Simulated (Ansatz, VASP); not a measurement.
This is a calculation of GaN for VASP 6.6.1. 

INCAR

```
SYSTEM = GaN
ALGO = Normal
EDIFF = 1E-7
EDIFFG = -0.01
ENCUT = 600
GGA = PE
IBRION = 2
ISIF = 3
ISMEAR = -1
IVDW = 12
LASPH = .True.
LCHARG = .False.
LREAL = .False.
LWAVE = .False.
NELM = 80
NSW = 60
PREC = Accurate
SIGMA = 0.05
```

Contents of KPOINTS:

```
k-points
0
Gamma
  10 10 5
  0 0 0
```

Contents of POSCAR:

```
GaN
1.0
    3.1800000000      0.0000000000      0.0000000000
   -1.5900000000      2.7539607840      0.0000000000
    0.0000000000      0.0000000000      5.1660000000
Ga N
2 2
Direct
    0.6666666667      0.3333333333      0.5000000000
    0.3333333333      0.6666666667      0.0000000000
    0.6666666667      0.3333333333      0.8750000000
    0.3333333333      0.6666666667      0.3750000000
```

Potentials or basis: VASP PAW PBE potentials, release 64 (Ga_d, N).

The run is started by

```console
$ cat potpaw_PBE.64/Ga_d/POTCAR potpaw_PBE.64/N/POTCAR > POTCAR
$ mpirun -np 1 vasp_std > vasp.out
```

What does the same run look like in Ansatz 0.2.0? Potentials or basis there: Ansatz PAW, cutoff 420 eV.

As run (cutoffs and basis follow the program's own potentials, and thresholds, step limits or extra output files can differ):

File input.yaml:

```yaml
crystal:
  lattice:
    - [3.18, 0.0, 0.0]
    - [-1.59, 2.753960784, 0.0]
    - [0.0, 0.0, 5.166]
  atoms:
    - { symbol: Ga, position: [0.6666666667, 0.3333333333, 0.5] }
    - { symbol: Ga, position: [0.3333333333, 0.6666666667, 0.0] }
    - { symbol: "N", position: [0.6666666667, 0.3333333333, 0.875] }
    - { symbol: "N", position: [0.3333333333, 0.6666666667, 0.375] }
hamiltonian:
  xc: pbe
  pseudopotentials: { kind: paw }
  dispersion: d3bj
kpoints:
  mp_grid: { grid: [10, 10, 5] }
scf:
  occupations: { method: fermi_dirac, width: 0.05 }
output:
  forces: true
  stress: true
relax:
  f_tol: 0.01
  max_steps: 40
  cell: { stress_tol: 0.05 }
```

Potentials or basis: Ansatz PAW.

Launch:

```bash
$ ansatz run input.yaml --threads 2 --pin off --max-ram 5120MiB --backend cpu --events-out ev --progress --plain --runs-dir out
```

Both were run:

|  | VASP | Ansatz |
| --- | --- | --- |
| Relaxed volume | 11.52 Å³/atom | 11.52 Å³/atom |
| Relaxed cell | a = 3.195 Å, b = 3.195 Å, c = 5.211 Å, α = 90.00°, β = 90.00°, γ = 120.00° | a = 3.197 Å, b = 3.197 Å, c = 5.209 Å, α = 90.00°, β = 90.00°, γ = 120.00° |
| Space group after relaxing | P6_3mc (No. 186) | P6_3mc (No. 186) |
| Pressure after relaxing | 0.0 GPa | 0.0 GPa |

Ansatz's pressure holds a Pulay term of +0.51 GPa for its cutoff of 420 eV, which the other run lacks.

Where Ansatz's input types no cutoff or centring, it takes its own default and a Γ-centred mesh.

Pressure is positive in compression.
